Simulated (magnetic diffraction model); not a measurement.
# Which magnetic order? TmSi₂Pt

Space group C2/m (no. 12), a = 16.4120 Å, b = 8.3230 Å, c = 4.1140 Å, β = 103.54°.

| site | atom | x | y | z |
| --- | --- | --- | --- | --- |
| 8j | Pt | 0.8514 | 0.2454 | 0.8640 |
| 4h | Tm | 0 | 0.2640 | 1/2 |
| 4i | Tm | 0.7991 | 1/2 | 0.2997 |
| 4i | Si | 0.5726 | 0 | 0.0730 |
| 4i | Si | 0.5748 | 1/2 | 0.0778 |
| 8j | Si | 0.8001 | 0.1459 | 0.2977 |

The compound is invented for this exercise: a known structure type with other elements, its cell scaled to their sizes and not relaxed.

Only Tm is taken to order (form factors of Tm3+); orders and moment sizes are assumed, and not adapted to the symmetry. Radiation: neutrons of λ = 2.52 Å, 5° to 55°; isotropic B of 0.49 Å² (Pt), 0.47 Å² (Tm) and 0.82 Å² (Si). The intensities are simulated: I ∝ L Σ (|F_N|² + |F_M⊥|²) for unpolarised neutrons, with F_M = 2.695 fm/μB × Σ f(s) S exp(2πi Q·r) exp(−B s²) at Q = H ± k (one set where k and −k are equivalent), only the part normal to Q counting and L = 1/(sin²θ cos θ). For collinear order S is the moment m, which repeats by lattice and centring translations R with the sign exp(−2πi k·R). Form factors are spin-only for 3d ions and dipole or tabulated for f ions, scattering lengths are Sears's of 1992, and absorption is left out. A label names one of the reflections at its angle. The strongest nuclear line in the range is 100, and lines under 0.2 are left out.

Above the ordering temperature:

```csv
2θ (°),index,I
18.17,(2 0 0),77.7
19.66,(1 1 0),3.0
35.25,(0 2 0),100.0
36.73,(0 0 1),37.8
36.83,(4 0 0),21.6
37.04,(2 0 -1),17.8
39.96,(1 1 -1),9.9
43.95,(1 1 1),1.4
44.49,(3 1 -1),1.5
45.17,(2 0 1),45.5
45.96,(4 0 -1),50.1
50.03,(5 1 0),5.4
51.90,(4 2 0),41.4
52.06,(2 2 -1),4.6
54.90,(1 3 0),7.3
```

Below it (cell unchanged):

```csv
2θ (°),I
18.12,644.8
18.17,77.7
19.66,3.0
22.51,395.3
25.35,179.2
28.31,287.5
28.69,73.5
34.18,1.2
35.25,100.0
36.73,37.8
36.83,21.6
37.04,17.8
37.12,56.0
39.91,265.1
39.96,9.9
40.77,66.8
42.23,302.8
43.95,1.4
44.49,1.5
45.17,45.5
45.23,15.3
45.96,50.1
46.06,109.8
49.38,11.9
50.03,5.4
51.90,41.4
52.06,4.6
52.12,134.1
54.90,7.3
```

**Question.** Find the propagation vector, then choose among these models:
A. collinear moments along [101], 5.8 μB on Tm; signs + at (0, 0.2640, 1/2), − at (0.7991, 1/2, 0.2997), + at (0.7009, 0, 0.7003), + at (0, 0.7360, 1/2)
B. collinear moments along [100], 5.8 μB on Tm; signs + at (0, 0.2640, 1/2), − at (0.7991, 1/2, 0.2997), + at (0.7009, 0, 0.7003), + at (0, 0.7360, 1/2)
C. collinear moments along [100], 5.8 μB on Tm; signs + at (0, 0.2640, 1/2), + at (0.7991, 1/2, 0.2997), + at (0.7009, 0, 0.7003), − at (0, 0.7360, 1/2)
D. collinear moments along [101], 5.8 μB on Tm; signs + at (0, 0.2640, 1/2), + at (0.7991, 1/2, 0.2997), + at (0.7009, 0, 0.7003), − at (0, 0.7360, 1/2)

The new lines index as (0 0 1/2) at 18.12°, (2 0 -1/2) at 22.51°, (1 1 -1/2) at 25.35° and (1 1 1/2) at 28.31°, that is as H ± k with k = (0 0 3/2). Half indices mean that the moments reverse under translations with k·R a half-integer, and the magnetic cell has twice the primitive volume.

Magnetic intensity, observed (below minus above) and for each model:

| 2θ (°) | index | observed | A | B | C | D |
| --- | --- | --- | --- | --- | --- | --- |
| 18.12 | (0 0 1/2) | 644.8 | 644.8 | 688.1 | 334.0 | 313.0 |
| 22.51 | (2 0 -1/2) | 395.3 | 395.3 | 238.5 | 12.8 | 21.2 |
| 25.35 | (1 1 -1/2) | 179.2 | 179.2 | 162.6 | 746.4 | 823.0 |
| 28.31 | (1 1 1/2) | 287.5 | 287.5 | 338.6 | 407.0 | 345.6 |
| 34.18 | (3 1 -1/2) | 1.2 | 1.2 | 0.9 | 216.0 | 307.3 |
| 39.91 | (0 2 1/2) | 265.1 | 265.1 | 268.7 | 139.8 | 137.9 |
| 42.23 | (2 2 -1/2) | 302.8 | 302.8 | 277.8 | 19.7 | 21.4 |
| 52.12 | (4 2 -1/2) | 134.1 | 134.1 | 113.5 | 6.8 | 8.1 |

Model A matches.

The structure used: k = (0 0 3/2), collinear moments along [101], 5.8 μB on Tm; signs + at (0, 0.2640, 1/2), − at (0.7991, 1/2, 0.2997), + at (0.7009, 0, 0.7003), + at (0, 0.7360, 1/2).

[Logs are printed without paths, hosts, clocks, repeated set-up lines and the standing remarks that a program may print on its own settings, such as how far it seeks lower states.]
